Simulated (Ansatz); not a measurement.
Crystal: C.

```xyz
8
Lattice="2.5221 0.0000 0.0000 -1.2611 2.1842 0.0000 0.0000 0.0000 8.2371" Properties=species:S:1:pos:R:3 pbc="T T T"
C     1.2611    0.7281    6.9501
C     0.0000    1.4561    2.8315
C     1.2611    0.7281    5.4056
C     0.0000    1.4561    1.2870
C     0.0000    0.0000    7.4649
C     0.0000    0.0000    3.3463
C     0.0000    0.0000    4.8908
C     0.0000    0.0000    0.7722
```

This is a hexagonal form of diamond, not graphite.

| Item | Value |
| --- | --- |
| Program | Ansatz 0.2.0 |
| Task | relaxation of cell and atoms |
| Functional | LDA |
| Potentials or basis | Ansatz PAW |
| Cutoff | 420 eV (not typed: the program's choice for these potentials) |
| k mesh | 12 × 12 × 4 |
| Occupations | fermi-dirac, width 0.05 eV |
| Spin | no spin polarisation |

At the start: volume 5.67 Å³/atom.

Problem. How do energy, volume and symmetry change on relaxing?

Solution. It ends after 8 steps and the volume is 5.51 Å³/atom (-2.8 %); space group P6_3/mmc (No. 194, to 0.05 Å).

The path:
```csv
step,energy change (eV),largest force (eV/Å),volume (Å³)
1,0.0000,0.3324,45.38
2,-0.0642,0.3691,44.58
3,-0.0801,0.0988,44.11
4,-0.0804,0.0134,44.13
5,-0.0804,0.0006,44.13
6,-0.0713,0.0014,44.13
7,-0.0716,0.0004,44.10
8,-0.0714,0.0005,44.10
```

Final structure:
```yaml
crystal:
  lattice:
    - [2.48978, 0.00000, 0.00000]
    - [-1.24489, 2.15622, 0.00000]
    - [0.00000, 0.00000, 8.21479]
  atoms:
    - { symbol: C, position: [0.66667, 0.33333, 0.84446] }
    - { symbol: C, position: [0.33333, 0.66667, 0.34446] }
    - { symbol: C, position: [0.66667, 0.33333, 0.65554] }
    - { symbol: C, position: [0.33333, 0.66667, 0.15554] }
    - { symbol: C, position: [0.00000, 0.00000, 0.90707] }
    - { symbol: C, position: [0.00000, 0.00000, 0.40707] }
    - { symbol: C, position: [0.00000, 0.00000, 0.59293] }
    - { symbol: C, position: [0.00000, 0.00000, 0.09293] }
```

Caveat: the plane-wave basis is chosen anew once the cell has moved, so the energies of steps on either side of that aren't comparable; the pressure holds a Pulay correction of +1.3 GPa for the finite cutoff; the PAW data sets come from PBE, with cores solved anew for the run's functional, which leaves a small shift of forces and pressure.
